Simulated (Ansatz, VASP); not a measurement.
# One calculation of MgO (Periclase), two programs

```
Mg O
1.0
     0.00000    2.10713    2.10713
     2.10713    0.00000    2.10713
     2.10713    2.10713    0.00000
Mg O
1 1
Direct
  0.00000 0.00000 0.00000
  0.50000 0.50000 0.50000
```

Alike in both runs: task single point; functional PBEsol; k mesh 10 × 10 × 10; occupations gaussian, width 0.02 eV; no spin polarisation.

|  | VASP | Ansatz |
| --- | --- | --- |
| version | VASP 6.6.1 | Ansatz 0.2.0 |
| potentials or method | VASP PAW PBE potentials, release 64 (Mg, O) | scalar-relativistic, plane waves, PAW |
| plane-wave cutoff (eV) | 520 | 420 |
| valence electrons in the cell | 8 | 16 |

|  | VASP | Ansatz | Ansatz less VASP |
| --- | --- | --- | --- |
| gap on the k mesh at the Fermi level (eV) | 4.62 | 4.62 | 0.000 |
| least direct gap on the mesh (eV) | 4.62 | 4.62 | 0.000 |
| pressure (GPa) | -0.5 | 0.0 | +0.50 |

With one functional, cell and mesh, what is left measures potentials, basis and numerics. The two sets of potentials don't hold the same shells in valence.

Caveats: the PAW data sets were made with another functional, which shifts forces and pressure a little (VASP). PBEsol gaps usually lie below the measured ones, often by a third to a half.
